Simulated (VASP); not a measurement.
Zn: relaxation of cell and atoms with PBEsol

Crystal: Zn.

```
Zn
1.0
     0.00000    1.96478    1.96478
     1.96478    0.00000    1.96478
     1.96478    1.96478    0.00000
Zn
1
Direct
  0.00000 0.00000 0.00000
```

This isn't the form of Zn at room conditions, which is hcp.

The cell isn't the ideal one: cell and atoms relaxed from 1.0 times the given volume.

| Quantity | Value |
| --- | --- |
| Program | VASP 6.6.1 |
| Task | relaxation of cell and atoms |
| Functional | PBEsol |
| Potentials or basis | VASP PAW PBE potentials, release 64 (Zn) |
| Cutoff | 600 eV |
| k mesh | 14 × 14 × 14 |
| Occupations | fermi-dirac, width 0.05 eV |
| Spin | no spin polarisation |
| Dipole correction | no |
| Further INCAR settings | ALGO = Normal; EDIFF = 1e-07; IBRION = 2; EDIFFG = -0.005; NSW = 100; ISIF = 3 |

```yaml
Relaxed_volume: 14.26 Å³/atom
Relaxed_cell: a = 2.722 Å, b = 2.722 Å, c = 2.722 Å, α = 60.00°, β = 60.00°, γ = 60.00°
Space_group_after_relaxing_to_0.05_Å: Fm-3m (No. 225)
Energy_gained_by_relaxing: 14.0 meV/atom
Ionic_steps: 3
Pressure_after_relaxing: 0.0 GPa
Band_gap_on_the_k_mesh: none (metal or under the smearing width)
```

Step by step:
| step | energy change (eV) | largest force (eV/Å) | pressure (GPa) | volume (Å³) |
| --- | --- | --- | --- | --- |
| 1 | 0.0000 | 0.0000 | -4.66 | 15.17 |
| 2 | -0.0140 | 0.0000 | 0.25 | 14.22 |
| 3 | -0.0140 | 0.0000 | 0.01 | 14.26 |

Final structure:
```
CELL_PARAMETERS angstrom
0.00000 1.92475 1.92475
1.92475 0.00000 1.92475
1.92475 1.92475 0.00000
ATOMIC_POSITIONS crystal
Zn 0.00000 0.00000 0.00000
```

Levels at points of the mesh, in eV from the Fermi level:
```
           k point  band 2  band 3  band 4  band 5  band 6  band 7  band 8  band 9  band 10
(0.00, 0.00, 0.00)   -7.74   -7.74   -7.74   -7.30   -7.30   19.13   19.13   19.13    19.40
(0.50, 0.00, 0.00)   -7.74   -7.74   -6.99   -6.99   -3.17   -1.26   15.98   15.98    17.89
(0.50, 0.50, 0.00)   -8.43   -7.00   -6.91   -6.91   -1.15    1.98    8.74    8.74    12.51
```

It took 24 s on 1 thread of Intel(R) Xeon(R) Platinum 8488C (Sapphire Rapids) (shared host), peak memory 0.15 GiB.

Caveat: the PAW data sets were made with another functional, which shifts forces and pressure a little.
